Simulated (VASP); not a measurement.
# ZnS (Wurtzite-2H) (P6_3mc) in VASP: settings compared

Aim: see how the results for ZnS (Wurtzite-2H) move with the level of theory and the settings. Levels: SCAN, rSCAN, TPSS. Tasks: band structure.

Everything below comes from runs of VASP 6.6.1. Logs are shortened: lines on timing, memory, paths and dates and some standing lists are left out, and cuts for length are marked.

**What was measured.**

A printed reference work, monograph reports, for a bulk crystal of ZnS at 4 K: band gap 3.911 eV (direct).

The runs below are set against these values where they give the same quantity.

**1. The crystal as given**

Symmetry: P6_3mc, No. 186, hexagonal system. The conventional cell has a = 3.811 Å, b = 3.811 Å, c = 6.234 Å, α = 90.00°, β = 90.00°, γ = 120.00°. Zn (site symmetry 3m) is surrounded by 4 S at 2.31 to 2.40 Å. Around S (site symmetry 3m) lie 4 Zn at 2.31 to 2.40 Å.

**2. Band structure, SCAN**

Contents of INCAR:

```
SYSTEM = ZnS
PREC = Accurate
ENCUT = 520
EDIFF = 1E-7
ISMEAR = -1
SIGMA = 0.05
LREAL = .False.
LASPH = .True.
NELM = 80
ALGO = Normal
ISIF = 2
LWAVE = .False.
LCHARG = .False.
METAGGA = SCAN
LMIXTAU = .True.
NBANDS = 26
```

Contents of KPOINTS:

```
regular mesh
0
Gamma
  8 8 5
  0 0 0
```

Contents of POSCAR:

```
ZnS
1.0
    3.8110000000      0.0000000000      0.0000000000
   -1.9055000000      3.3004228138      0.0000000000
    0.0000000000      0.0000000000      6.2340000000
Zn S
2 2
Direct
    0.6666666667      0.3333333333      0.5000000000
    0.3333333333      0.6666666667      0.0000000000
    0.6666666667      0.3333333333      0.8850000000
    0.3333333333      0.6666666667      0.3850000000
```

Contents of KPOINTS_OPT:

```
path GMKGALHA,LM,KH
20
line-mode
reciprocal
 0.0000000000  0.0000000000  0.0000000000  G
 0.5000000000  0.0000000000  0.0000000000  M

 0.5000000000  0.0000000000  0.0000000000  M
 0.3333333333  0.3333333333  0.0000000000  K

 0.3333333333  0.3333333333  0.0000000000  K
 0.0000000000  0.0000000000  0.0000000000  G

 0.0000000000  0.0000000000  0.0000000000  G
 0.0000000000  0.0000000000  0.5000000000  A

 0.0000000000  0.0000000000  0.5000000000  A
 0.5000000000  0.0000000000  0.5000000000  L

 0.5000000000  0.0000000000  0.5000000000  L
 0.3333333333  0.3333333333  0.5000000000  H

 0.3333333333  0.3333333333  0.5000000000  H
 0.0000000000  0.0000000000  0.5000000000  A

 0.5000000000  0.0000000000  0.5000000000  L
 0.5000000000  0.0000000000  0.0000000000  M

 0.3333333333  0.3333333333  0.0000000000  K
 0.3333333333  0.3333333333  0.5000000000  H
```

Potentials or basis: VASP PAW PBE potentials, release 64 (Zn, S).

Launch:

```
> cat potpaw_PBE.64/Zn/POTCAR potpaw_PBE.64/S/POTCAR > POTCAR
> mpirun -np 1 vasp_std > vasp.out
```

OUTCAR:

```text
SYSTEM = ZnS
   PREC = Accurate
   ENCUT = 520
   EDIFF = 1E-7
   ISMEAR = -1
   LREAL = .False.
   LASPH = .True.
   NELM = 80
   ISIF = 2
   METAGGA = SCAN

 ion  position               nearest neighbor table
   1  0.667  0.333  0.500-   4 2.31   4 2.31   4 2.31   3 2.40
   2  0.333  0.667  0.000-   3 2.31   3 2.31   3 2.31   4 2.40
   3  0.667  0.333  0.885-   2 2.31   2 2.31   2 2.31   1 2.40
   4  0.333  0.667  0.385-   1 2.31   1 2.31   1 2.31   2 2.40

  LATTYP: Found a hexagonal cell.
 ALAT       =     3.8110000000
 C/A-ratio  =     1.6357911309

  Lattice vectors:

 A1 = (   3.8110000000,   0.0000000000,   0.0000000000)
 A2 = (  -1.9055000000,   3.3004228138,   0.0000000000)
 A3 = (   0.0000000000,   0.0000000000,   6.2340000000)

Analysis of symmetry for initial positions (statically):
=====================================================================
 Subroutine PRICEL returns:
 Original cell was already a primitive cell.

 Routine SETGRP: Setting up the symmetry group for a
 hexagonal supercell.

 Subroutine GETGRP returns: Found 12 space group operations
 (whereof  6 operations were pure point group operations)
 out of a pool of 24 trial point group operations.

The static configuration has the point symmetry C_3v.
 The point group associated with its full space group is C_6v.

Analysis of symmetry for dynamics (positions and initial velocities):
=====================================================================
 Subroutine PRICEL returns:
 Original cell was already a primitive cell.

 Routine SETGRP: Setting up the symmetry group for a
 hexagonal supercell.

 Subroutine GETGRP returns: Found 12 space group operations
 (whereof  6 operations were pure point group operations)
 out of a pool of 24 trial point group operations.

The dynamic configuration has the point symmetry C_3v.
 The point group associated with its full space group is C_6v.

 Subroutine INISYM returns: Found 12 space group operations
 (whereof  6 operations are pure point group operations),
 and found     1 'primitive' translations

----------------------------------------------------------------------------------------

                                     Primitive cell

  volume of cell :      78.4107

  direct lattice vectors                    reciprocal lattice vectors
     3.811000000  0.000000000  0.000000000     0.262398321  0.151495741  0.000000000
    -1.905500000  3.300422814  0.000000000     0.000000000  0.302991482  0.000000000
     0.000000000  0.000000000  6.234000000     0.000000000  0.000000000  0.160410651

  length of vectors
     3.811000000  3.811000000  6.234000000     0.302991482  0.302991482  0.160410651

  position of ions in fractional coordinates (direct lattice)
     0.666666667  0.333333333  0.500000000
     0.333333333  0.666666667  0.000000000
     0.666666667  0.333333333  0.885000000
     0.333333333  0.666666667  0.385000000

  ion indices of the primitive-cell ions
   primitive index   ion index
                 1           1
                 2           2
                 3           3
                 4           4

----------------------------------------------------------------------------------------

 KPOINTS: regular mesh

Automatic generation of k-mesh.
 Grid dimensions read from file:
 generate k-points for:    8    8    5

 Generating k-lattice:

  Cartesian coordinates                     Fractional coordinates (reciprocal lattice)
     0.032799790  0.018936968  0.000000000     0.125000000  0.000000000  0.000000000
     0.000000000  0.037873935  0.000000000     0.000000000  0.125000000  0.000000000
     0.000000000  0.000000000  0.032082130     0.000000000  0.000000000  0.200000000

  Length of vectors
     0.037873935  0.037873935  0.032082130

  Shift w.r.t. Gamma in fractional coordinates (k-lattice)
     0.000000000  0.000000000  0.000000000

 Subroutine IBZKPT returns following result:
 ===========================================

 Found     30 irreducible k-points:

 Following reciprocal coordinates:
[... 52 lines left out ...]
      6      -4.4889      2.00000
[... 18 lines left out ...]
     25      10.8585      0.00000
     26      11.3461      0.00000

 k-point     4 :       0.3750    0.0000    0.0000
  band No.  band energies     occupation
      1     -11.1392      2.00000
      2     -10.6331      2.00000
      3      -4.6427      2.00000
      4      -4.5425      2.00000
      5      -4.4990      2.00000
      6      -4.3981      2.00000
[... 18 lines left out ...]
     25      11.1388      0.00000
     26      12.8173      0.00000

 k-point     5 :       0.5000    0.0000    0.0000
  band No.  band energies     occupation
      1     -10.9441      2.00000
      2     -10.6177      2.00000
      3      -4.6245      2.00000
      4      -4.5257      2.00000
      5      -4.3847      2.00000
      6      -4.3599      2.00000
[... 18 lines left out ...]
     25      11.4563      0.00000
     26      13.8717      0.00000

 k-point     6 :       0.1250    0.1250    0.0000
  band No.  band energies     occupation
      1     -11.5872      2.00000
      2     -10.7919      2.00000
      3      -4.6765      2.00000
      4      -4.6179      2.00000
      5      -4.5619      2.00000
      6      -4.5514      2.00000
[... 427 lines left out ...]
 k-point    21 :       0.0000    0.0000    0.4000
  band No.  band energies     occupation
      1     -11.6052      2.00000
      2     -11.3182      2.00000
      3      -4.6606      2.00000
      4      -4.6605      2.00000
      5      -4.6388      2.00000
      6      -4.6388      2.00000
[... 18 lines left out ...]
     25       9.2823      0.00000
     26       9.8121      0.00000

 k-point    22 :       0.1250    0.0000    0.4000
  band No.  band energies     occupation
      1     -11.5084      2.00000
      2     -11.2351      2.00000
      3      -4.6736      2.00000
      4      -4.6424      2.00000
      5      -4.6312      2.00000
      6      -4.6072      2.00000
[... 18 lines left out ...]
     25       9.7523      0.00000
     26      10.1413      0.00000

 k-point    23 :       0.2500    0.0000    0.4000
  band No.  band energies     occupation
      1     -11.2557      2.00000
      2     -11.0257      2.00000
      3      -4.6742      2.00000
      4      -4.6327      2.00000
      5      -4.5609      2.00000
      6      -4.5289      2.00000
[... 18 lines left out ...]
     25      10.3472      0.00000
     26      10.8737      0.00000

 k-point    24 :       0.3750    0.0000    0.4000
  band No.  band energies     occupation
      1     -10.9649      2.00000
      2     -10.8078      2.00000
      3      -4.6460      2.00000
      4      -4.5997      2.00000
      5      -4.4946      2.00000
      6      -4.4497      2.00000
[... 18 lines left out ...]
     25      11.5192      0.00000
     26      11.8647      0.00000

 [... further k-points ...]

------------------------ aborting loop because EDIFF is reached ----------------------------------------

  FORCE on cell =-STRESS in cart. coord.  units (eV):
  Direction    XX          YY          ZZ          XY          YZ          ZX
  --------------------------------------------------------------------------------------
  -------------------------------------------------------------------------------------
  Total        0.0257587      0.0257587     -0.7475366      0.0000000     -0.0000000      0.0000000
  in kB        0.5263318      0.5263318    -15.2745255      0.0000000     -0.0000000      0.0000000
  external PRESSURE =      -4.7406206 kB  Pullay stress =       0.0000000 kB

 VOLUME and BASIS-vectors are now :
 -----------------------------------------------------------------------------
  energy-cutoff  :      520.00
  volume of cell :       78.41
      direct lattice vectors                 reciprocal lattice vectors
     3.811000000  0.000000000  0.000000000     0.262398321  0.151495741  0.000000000
    -1.905500000  3.300422814  0.000000000     0.000000000  0.302991482  0.000000000
     0.000000000  0.000000000  6.234000000     0.000000000  0.000000000  0.160410651

 POSITION                                       TOTAL-FORCE (eV/Angst)
 -----------------------------------------------------------------------------------
      1.90550      1.10014      3.11700        -0.000000     -0.000000      0.323177
     -0.00000      2.20028      0.00000         0.000000      0.000000      0.323177
      1.90550      1.10014      5.51709        -0.000000     -0.000000     -0.323177
     -0.00000      2.20028      2.40009         0.000000      0.000000     -0.323177
 -----------------------------------------------------------------------------------
    total drift:                                0.000003      0.000006      0.048255

  FREE ENERGIE OF THE ION-ELECTRON SYSTEM (eV)
  ---------------------------------------------------
  free  energy   TOTEN  =       -49.9639722251 eV

  energy  without entropy=      -49.9639722251  energy(sigma->0) =      -49.96397223
```

It took 10 min on 1 thread of AMD EPYC 9R45 (Zen 5), shared host; peak memory 0.21 GiB.

Results:

| Quantity | Value |
| --- | --- |
| Free energy | -49.9640 eV |
| Pressure | -0.5 GPa |
| Largest force | 0.323 eV/Å |
| Band gap on the k mesh | 2.77 eV, direct |
| Band gap along the path | 2.77 eV, direct |

Forces in eV/Å, atoms in the order of the input:
```
Zn   0.000  0.000  0.323
Zn   0.000  0.000  0.323
S    0.000  0.000 -0.323
S    0.000  0.000 -0.323
```

Levels at the corners of the path, in eV from the valence-band top:
```
point  band 14  band 15  band 16  band 17  band 18  band 19  band 20  band 21  band 22  band 23
    Γ    -0.88    -0.88    -0.01    -0.01     0.00     2.77     3.46     6.76     6.76     7.10
    M    -4.28    -3.22    -2.31    -1.59    -1.01     3.97     4.76     5.51     7.60     7.97
    M    -4.28    -3.22    -2.31    -1.59    -1.01     3.97     4.76     5.51     7.60     7.97
    K    -4.42    -3.97    -2.26    -2.26    -2.26     4.75     6.46     6.46     8.26     8.46
    K    -4.42    -3.97    -2.26    -2.26    -2.26     4.75     6.46     6.46     8.26     8.46
    Γ    -0.88    -0.88    -0.01    -0.01     0.00     2.77     3.46     6.76     6.76     7.10
    Γ    -0.88    -0.88    -0.01    -0.01     0.00     2.77     3.46     6.76     6.76     7.10
    A    -2.79    -0.46    -0.46    -0.46    -0.46     4.01     4.01     7.21     7.21     7.21
    A    -2.79    -0.46    -0.46    -0.46    -0.46     4.01     4.01     7.21     7.21     7.21
    L    -4.98    -1.70    -1.70    -1.57    -1.57     4.00     4.00     5.57     5.57     9.56
    L    -4.98    -1.70    -1.70    -1.57    -1.57     4.00     4.00     5.57     5.57     9.56
    H    -4.85    -3.19    -3.19    -1.29    -1.29     5.01     5.01     6.82     6.82     7.89
    H    -4.85    -3.19    -3.19    -1.29    -1.29     5.01     5.01     6.82     6.82     7.89
    A    -2.79    -0.46    -0.46    -0.46    -0.46     4.01     4.01     7.21     7.21     7.21
    L    -4.98    -1.70    -1.70    -1.57    -1.57     4.00     4.00     5.57     5.57     9.56
    M    -4.28    -3.22    -2.31    -1.59    -1.01     3.97     4.76     5.51     7.60     7.97
    K    -4.42    -3.97    -2.26    -2.26    -2.26     4.75     6.46     6.46     8.26     8.46
    H    -4.85    -3.19    -3.19    -1.29    -1.29     5.01     5.01     6.82     6.82     7.89
```

Caveat: the PAW data sets were made with another functional, which shifts forces and pressure a little.

**3. Band structure, rSCAN**

Contents of INCAR:

```
SYSTEM = ZnS
  PREC = Accurate
  ENCUT = 520
  EDIFF = 1E-6
  ISMEAR = -1
  SIGMA = 0.05
  LREAL = .FALSE.
  LASPH = .TRUE.
  NELM = 100
  ALGO = Normal
  ISIF = 2
  LWAVE = .FALSE.
  LCHARG = .FALSE.
  METAGGA = RSCAN
  LMIXTAU = .TRUE.
  NBANDS = 26
```

Contents of KPOINTS:

```
regular mesh
0
G
  8 8 5
  0 0 0
```

POSCAR is that of step 2.

Edit KPOINTS_OPT of step 2 so:

```diff
@@ -1,3 +1,3 @@
 path GMKGALHA,LM,KH
-20
+10
 line-mode
```

Potentials or basis: VASP PAW PBE potentials, release 64 (Zn, S).

Launch:

```
> cat potpaw_PBE.64/Zn/POTCAR potpaw_PBE.64/S/POTCAR > POTCAR
> mpirun -np 1 vasp_std > vasp.out
```

It took 5.4 min on 1 thread of AMD EPYC 9R45 (Zen 5), shared host; peak memory 0.19 GiB.

Results (log left out):

| Item | Value |
| --- | --- |
| Free energy | -58.3679 eV |
| Pressure | -0.1 GPa |
| Largest force | 0.325 eV/Å |
| Band gap on the k mesh | 2.80 eV, direct |
| Band gap along the path | 2.80 eV, direct |

Forces on the atoms (eV/Å):
```
Zn   0.000  0.000  0.325
Zn   0.000  0.000  0.325
S    0.000  0.000 -0.325
S    0.000  0.000 -0.325
```

Stress tensor (GPa, compression positive):
```
 0.53  0.00  0.00
 0.00  0.53  0.00
 0.00  0.00 -1.39
```

Levels at the corners of the path, in eV from the valence-band top:
```tsv
point	band 14	band 15	band 16	band 17	band 18	band 19	band 20	band 21	band 22	band 23
Γ	-0.87	-0.87	-0.01	-0.01	0.00	2.80	3.50	6.79	6.79	7.12
M	-4.26	-3.21	-2.30	-1.58	-1.00	4.00	4.78	5.52	7.61	8.00
M	-4.26	-3.21	-2.30	-1.58	-1.00	4.00	4.78	5.52	7.61	8.00
K	-4.39	-3.96	-2.26	-2.25	-2.25	4.76	6.49	6.49	8.28	8.46
K	-4.39	-3.96	-2.26	-2.25	-2.25	4.76	6.49	6.49	8.28	8.46
Γ	-0.87	-0.87	-0.01	-0.01	0.00	2.80	3.50	6.79	6.79	7.12
Γ	-0.87	-0.87	-0.01	-0.01	0.00	2.80	3.50	6.79	6.79	7.12
A	-2.78	-0.46	-0.46	-0.46	-0.46	4.05	4.05	7.23	7.23	7.23
A	-2.78	-0.46	-0.46	-0.46	-0.46	4.05	4.05	7.23	7.23	7.23
L	-4.97	-1.70	-1.70	-1.56	-1.56	4.03	4.03	5.59	5.59	9.56
L	-4.97	-1.70	-1.70	-1.56	-1.56	4.03	4.03	5.59	5.59	9.56
H	-4.83	-3.18	-3.18	-1.28	-1.28	5.03	5.03	6.84	6.84	7.92
H	-4.83	-3.18	-3.18	-1.28	-1.28	5.03	5.03	6.84	6.84	7.92
A	-2.78	-0.46	-0.46	-0.46	-0.46	4.05	4.05	7.23	7.23	7.23
L	-4.97	-1.70	-1.70	-1.56	-1.56	4.03	4.03	5.59	5.59	9.56
M	-4.26	-3.21	-2.30	-1.58	-1.00	4.00	4.78	5.52	7.61	8.00
K	-4.39	-3.96	-2.26	-2.25	-2.25	4.76	6.49	6.49	8.28	8.46
H	-4.83	-3.18	-3.18	-1.28	-1.28	5.03	5.03	6.84	6.84	7.92
```

Caveat: the PAW data sets were made with another functional, which shifts forces and pressure a little.

**4. Band structure, TPSS**

Contents of INCAR:

```
ALGO     = Normal         # electronic algorithm
EDIFF    = 1E-6           # SCF threshold, eV
ENCUT    = 520            # plane-wave cutoff, eV
ISIF     = 2              # what is computed and relaxed
ISMEAR   = -1             # smearing method
LASPH    = True           # aspherical terms in the spheres
LCHARG   = False          # write CHGCAR
LMIXTAU  = True         
LREAL    = False          # projectors in reciprocal space
LWAVE    = False          # write WAVECAR
METAGGA  = TPSS           # meta-GGA
NBANDS   = 26             # bands
NELM     = 100            # most SCF steps
PREC     = Accurate       # precision mode
SIGMA    = 0.05           # smearing width, eV
```

Contents of KPOINTS:

```
k-points
0
Gamma
  8 8 5
```

POSCAR is that of step 3.

Edit KPOINTS_OPT of step 3 so:

```diff
@@ -1,3 +1,3 @@
 path GMKGALHA,LM,KH
-10
+15
 line-mode
```

Launch:

```
> cat potpaw_PBE.64/Zn/POTCAR potpaw_PBE.64/S/POTCAR > POTCAR
> mpirun -np 1 vasp_std > vasp.out
```

Wall time 7.8 min (1 thread of AMD EPYC 9R45 (Zen 5), shared host); peak memory 0.21 GiB.

Results (log left out):

```yaml
Free_energy: -39.8440 eV
Pressure: 1.7 GPa
Largest_force: 0.307 eV/Å
Band_gap_on_the_k_mesh: 2.46 eV, direct
Band_gap_along_the_path: 2.46 eV, direct
```

Forces in eV/Å, atoms in the order of the input:
```
Zn   0.000  0.000  0.307
Zn   0.000  0.000  0.307
S    0.000  0.000 -0.307
S    0.000  0.000 -0.307
```

Stress tensor (GPa, compression positive):
```
2.48 0.00 0.00
0.00 2.48 0.00
0.00 0.00 0.20
```

Levels at the corners of the path, in eV from the valence-band top:
```tsv
point	band 15	band 16	band 17	band 18	band 19	band 20	band 21	band 22
Γ	-0.85	0.00	0.00	0.00	2.46	3.18	6.53	6.53
M	-3.17	-2.26	-1.57	-0.98	3.77	4.47	5.31	7.34
M	-3.17	-2.26	-1.57	-0.98	3.77	4.47	5.31	7.34
K	-3.89	-2.23	-2.23	-2.22	4.59	6.15	6.15	8.06
K	-3.89	-2.23	-2.23	-2.22	4.59	6.15	6.15	8.06
Γ	-0.85	0.00	0.00	0.00	2.46	3.18	6.53	6.53
Γ	-0.85	0.00	0.00	0.00	2.46	3.18	6.53	6.53
A	-0.45	-0.45	-0.45	-0.45	3.72	3.72	6.95	6.95
A	-0.45	-0.45	-0.45	-0.45	3.72	3.72	6.95	6.95
L	-1.66	-1.66	-1.53	-1.53	3.78	3.78	5.30	5.30
L	-1.66	-1.66	-1.53	-1.53	3.78	3.78	5.30	5.30
H	-3.13	-3.13	-1.25	-1.25	4.72	4.72	6.63	6.63
H	-3.13	-3.13	-1.25	-1.25	4.72	4.72	6.63	6.63
A	-0.45	-0.45	-0.45	-0.45	3.72	3.72	6.95	6.95
L	-1.66	-1.66	-1.53	-1.53	3.78	3.78	5.30	5.30
M	-3.17	-2.26	-1.57	-0.98	3.77	4.47	5.31	7.34
K	-3.89	-2.23	-2.23	-2.22	4.59	6.15	6.15	8.06
H	-3.13	-3.13	-1.25	-1.25	4.72	4.72	6.63	6.63
```

Caveat: the PAW data sets were made with another functional, which shifts forces and pressure a little.

**5. Overview**

| level | gap on the mesh (eV) | pressure (GPa) | largest force (eV/Å) |
| --- | --- | --- | --- |
| SCAN | 2.77 | -0.5 | 0.32 |
| rSCAN | 2.80 | -0.1 | 0.32 |
| TPSS | 2.46 | 1.7 | 0.31 |

Alike in all rows: task band structure; potentials or basis VASP PAW PBE potentials, release 64 (Zn, S); no spin polarisation; cell as given; k mesh 8 × 8 × 5; cutoff (eV) 520; smearing fermi-dirac 0.05 eV.

On the cell as given the gap runs from 2.46 eV (TPSS) to 2.80 eV (rSCAN). The pressure there spans -0.5 GPa (SCAN) to 1.7 GPa (TPSS); a positive pressure means that this level wants a larger cell, a negative one a smaller.

Caveats: the PAW data sets were made with another functional, which shifts forces and pressure a little.

Total energies depend on the potentials used, so only differences within one code and one set of settings carry meaning.

**6. Against experiment**

Step 2. Against the measured gap of ZnS, 3.911 eV (direct; 4 K; a printed reference work, monograph), the calculated 2.77 eV is off by -1.14 eV. The value is that of SCAN, without temperature or zero-point motion.

Step 3. Against the measured gap of ZnS, 3.911 eV (direct; 4 K; a printed reference work, monograph), the calculated 2.80 eV is off by -1.11 eV. The value is that of rSCAN, without temperature or zero-point motion.

Step 4. A measured gap of ZnS is 3.911 eV (direct; 4 K; a printed reference work, monograph); the calculated 2.46 eV misses it by -1.45 eV. The value is that of TPSS, without temperature or zero-point motion.
